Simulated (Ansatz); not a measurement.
# MoS2 in Ansatz: single point with HSE06

Aim: the single point of MoS2 with HSE06.

All numbers are computed with Ansatz 0.2.0; they aren't measurements. Logs are shortened: lines on timing, memory, paths and dates and some standing lists are left out, and cuts for length are marked.

### 1 The slab as given

The cell holds a slab with vacuum, 9 atoms: a = 3.184 Å, b = 3.184 Å, c = 28.387 Å, α = 90.00°, β = 90.00°, γ = 120.00°.

### 2 Single point, HSE06

Input file input:

```
crystal:
  lattice:
    - [3.1840155185, 0.0, 0.0]
    - [-1.5920077592, 2.757438325, 0.0]
    - [0.0, 0.0, 28.3873198]
  atoms:
    - { symbol: Mo, position: [0.3333333333, 0.6666666667, 0.22816477] }
    - { symbol: Mo, position: [0.3333333333, 0.6666666667, 0.77183523] }
    - { symbol: Mo, position: [0.6666666667, 0.3333333333, 0.0] }
    - { symbol: S, position: [0.6666666667, 0.3333333333, 0.17349309] }
    - { symbol: S, position: [0.6666666667, 0.3333333333, 0.71718751] }
    - { symbol: S, position: [0.3333333333, 0.6666666667, 0.94533412] }
    - { symbol: S, position: [0.6666666667, 0.3333333333, 0.28281249] }
    - { symbol: S, position: [0.6666666667, 0.3333333333, 0.82650691] }
    - { symbol: S, position: [0.3333333333, 0.6666666667, 0.05466588] }
hamiltonian:
  xc: hse06
  pseudopotentials: { kind: paw }
kpoints:
  mp_grid: { grid: [6, 6, 2] }
scf:
  occupations: { method: fermi_dirac, width: 0.05 }
output:
  forces: true
  stress: true
  eigenvalues: true
```

Potentials or basis: Ansatz PAW.

Output:

```text
Warning: output.stress: scf.convergence.dr2_threshold = 1e-7 eV (the SCF's general default) is looser than the 9e-10 eV advised for a printed stress (1e-10 eV for each atom of the cell: 9). What an SCF threshold leaves in a stress goes as its square root, and in the free energy as the threshold itself, and one threshold admits the most on a small cell: of the crystals measured, under no hybrid functional and no lock of the moments, on runs that ended without the residual-converged pass, on stresses that held no estimate of that error, the worst erred by over 100 MPa in a component at 1e-7 eV an atom and by under 5 at 1e-10. Set scf.convergence.dr2_threshold to 9e-10 eV or tighter. The threshold is an SCF's pass mark: one that does not reach it within its budget of iterations ends unconverged, or closes short of it on a stop that the run arms, and scf.convergence.dr2_threshold's page says what that costs each kind of run
Warning: output.stress: scf.exx.energy_threshold = 1e-6 eV is looser than the 9e-8 eV advised for a stress under a hybrid functional (1e-8 eV for each atom of the cell: 9). Every SCF of the exchange loop can meet its threshold on dr2 while the loop round them stops early: no threshold on dr2 bounds what that leaves in the stress. Set scf.exx.energy_threshold to 9e-8 eV or tighter. The threshold is the loop's pass mark: a loop that does not reach it within its budget of cycles ends unconverged, and scf.exx.energy_threshold's page has the law
GPUs: using 1 of 1 available (devices: 1).
Engine: ansatz 0.2.0, x86_64-unknown-linux-gnu
Pseudopotentials: kind: paw
Pseudopotential: Mo, paw, valence charge 14, recommended cutoff 420 eV (normal), Mo.paw.azcp
Pseudopotential: S, paw, valence charge 6, recommended cutoff 420 eV (normal), S.paw.azcp
Functional definition: HSE06
  parameter a = 0.25
  parameter omega = 0.11/bohr
  exchange = pbe_x - a*pbe_x_sr(omega) + a*exact_x_sr(omega)
  correlation = pbe_c
device memory: the entry about to start is reckoned to put 2.8 GiB on a device that reports 56.2 GiB free (of which the cap on the GPU budget leaves the run 18.0 GiB)
GPU FFT provider: cuFFT
GPU libraries: cuBLAS 13.8.2, cuFFT 12.4.0, cuSOLVER 12.3.4
Crystal: 9 atoms, lattice volume = 249.233 Å³
Basis set: ecut = 420 eV, 4895 PW (Γ), exchange–correlation on 48×48×384 points (8 copies of the dense FFT grid, shifted against one another)
Bands: 48, of which v1, the nominal top of the filled ones, is band 39 counted from 1 (38 counted from 0)
Symmetry: 12 space group operations
Space group: P-6m2 (ITA 187), of the structure as read, at distance tolerance 6.3e-5 Å
k-points: 14 of 72 (time reversal used)
Non-local potential: Mo, projectors of the file, l = 0: 3, l = 1: 2, l = 2: 2, l = 3: 1
Non-local potential: S, projectors of the file, l = 0: 2, l = 1: 2, l = 2: 2
PAW form: soft (Blöchl's): semilocal exchange-correlation on the pseudo side does not see the compensation charge
[... 59 lines left out ...]
Stability not checked: this state was not tested for a lower state beside it, because the functional holds exact exchange (a hybrid, or Hartree-Fock), whose exchange loop this test does not read (fock_operator; see scf.lower_state_search)
Free energy (F): -20297.444308 eV
Frozen-core exchange: fock
Harris-Foulkes:  -20297.444308 eV  (|F-HF|=3.17e-10)
Internal energy: -20297.444308 eV  (E = F + TS)
E sigma→0 (E₀):  -20297.444308 eV
Entropy (-TS):   -0.000000 eV (-0.000 meV/atom)
Fermi energy:    5.303496 eV
--- Per-component energies (eV) ---
  E_band       = -1053.865474
  E_kinetic    = 1960.028792
  E_local      = -40596.406373  (includes V_loc(G=0)·N_el)
  E_nonlocal   = 590.848468
  E_hartree    = 19392.357511
  E_xc         = -909.974333
  E_vxc        = -968.762424  (∫ρ·V_xc dr)
  E_exx        = -193.078506  (= α·E_x^exact, valence–valence)
  E_paw        = -13241.572305  (= ΣΔE_a)
  E_vpaw       = -438.130968  (= ΣTr[D̂ρ^β])
  E_aug_tail   = 0.000124  (compensation charges beyond the density's cutoff)
  E_ewald      = 12702.230137
  E_core_change = -1.877825  (= ΣΔE_core)
  E_smearing   = -0.000000  (= −TS)
  E_closure    = 0.000000  (closes the sum)
  Σ components = -20297.444308   (vs F -20297.444308, Δ=3.64e-12)
--- Forces (eV/Å), atoms counted from 1 ---
  atom   1  Mo     0.00000000     0.00000000     0.00360839
  atom   2  Mo     0.00000000    -0.00000000    -0.00360839
  atom   3  Mo    -0.00000000     0.00000000     0.00000000
  atom   4  S     -0.00000000    -0.00000000     0.33836570
  atom   5  S     -0.00000000    -0.00000000     0.29529787
  atom   6  S      0.00000000     0.00000000     0.33713172
  atom   7  S      0.00000000    -0.00000000    -0.29529787
  atom   8  S      0.00000000    -0.00000000    -0.33836570
  atom   9  S     -0.00000000     0.00000000    -0.33713172
  max |Σ_I F_I| component: 1.11e-16 eV/Å
--- Stress (GPa, compression-positive) ---
       -2.564629       0.000000       0.000000
        0.000000      -2.564629       0.000000
        0.000000       0.000000      -1.549608
  P = ⅓ Tr σ = -2.2263 GPa (-22.263 kbar)
--- Band table (eV; the first three rows and the last of 14) ---
  k-point 0: bands = ["-60.7997", "-60.7988", "-60.7988", "-33.5304", "-33.5293", "-33.5293", "-33.2859", "-33.2859", "-33.2849", "-33.2849", "-33.2849", "-33.2849", "-11.7041", "-11.6507", "-11.6002", "-10.2499", "-10.1556", "-10.0718", "-2.5925", "-2.3442", "-2.0869", "0.9838", "0.9838", "0.9873", "0.9873", "0.9892", "0.9892", "1.4340", "1.9841", "2.3204", "2.3204", "2.3301", "2.3301", "2.3375", "2.3375", "2.6233", "3.8338", "4.2214", "4.5195", "7.5691", "7.5691", "7.5773", "7.5773", "7.5819", "7.5819", "7.8122", "7.8122", "7.8505"]
  k-point 1: bands = ["-60.7997", "-60.7988", "-60.7988", "-33.5304", "-33.5293", "-33.5293", "-33.2859", "-33.2859", "-33.2849", "-33.2849", "-33.2849", "-33.2849", "-11.7041", "-11.6507", "-11.6002", "-10.2499", "-10.1556", "-10.0718", "-2.5925", "-2.3442", "-2.0869", "0.9839", "0.9839", "0.9873", "0.9873", "0.9892", "0.9892", "1.4340", "1.9841", "2.3204", "2.3204", "2.3301", "2.3301", "2.3375", "2.3375", "2.6233", "3.8339", "4.2214", "4.5195", "7.5691", "7.5691", "7.5773", "7.5773", "7.5819", "7.5819", "7.8122", "7.8122", "7.8505"]
  k-point 2: bands = ["-60.7885", "-60.7875", "-60.7875", "-33.5079", "-33.5068", "-33.5068", "-33.4017", "-33.4007", "-33.4007", "-33.3122", "-33.3113", "-33.3113", "-11.2660", "-11.2142", "-11.1651", "-10.0678", "-9.9846", "-9.9117", "-2.1234", "-1.8871", "-1.6372", "0.1441", "0.1558", "0.1721", "0.5162", "0.7714", "0.9572", "1.4382", "1.4456", "1.4515", "1.7000", "1.7125", "1.7224", "2.5400", "2.7403", "3.0380", "3.6165", "3.7864", "3.8909", "6.9507", "7.0894", "7.2640", "7.3580", "7.3586", "7.4048", "7.4469", "7.4987", "7.5549"]
  k-point 13: bands = ["-60.7489", "-60.7479", "-60.7479", "-33.6177", "-33.6167", "-33.6167", "-33.5824", "-33.5815", "-33.5815", "-33.4282", "-33.4271", "-33.4270", "-9.2928", "-9.2880", "-9.2879", "-9.2067", "-9.2010", "-9.2010", "-2.0649", "-2.0317", "-2.0014", "-1.1984", "-1.1875", "-1.1808", "-0.5647", "-0.5108", "-0.4635", "-0.0839", "-0.0817", "-0.0423", "0.7505", "0.7736", "0.8214", "1.5506", "1.5795", "1.5898", "4.0262", "4.0610", "4.0939", "6.1762", "6.1776", "6.1778", "7.7051", "7.9665", "8.2366", "8.4143", "8.4280", "8.4385"]
```

Run time: 53 s. Hardware: 1 × NVIDIA H100 80GB HBM3 with 2 threads of AMD EPYC 7R13 (Zen 3), shared host; peak memory 4.1 GiB.

What came out:

* Free energy: -20297.4443 eV
* Largest force: 0.338 eV/Å
* Band gap on the k mesh: 1.66 eV, indirect (least direct gap 2.08 eV)

Forces in eV/Å, atoms in the order of the input:
```
Mo   0.000  0.000  0.004
Mo   0.000  0.000 -0.004
Mo   0.000  0.000  0.000
S    0.000  0.000  0.338
S    0.000  0.000  0.295
S    0.000  0.000  0.337
S    0.000  0.000 -0.295
S    0.000  0.000 -0.338
S    0.000  0.000 -0.337
```

Caveat: the PAW data sets come from PBE, with cores solved anew for the run's functional, which leaves a small shift of forces and pressure; the thresholds are loose for stress.
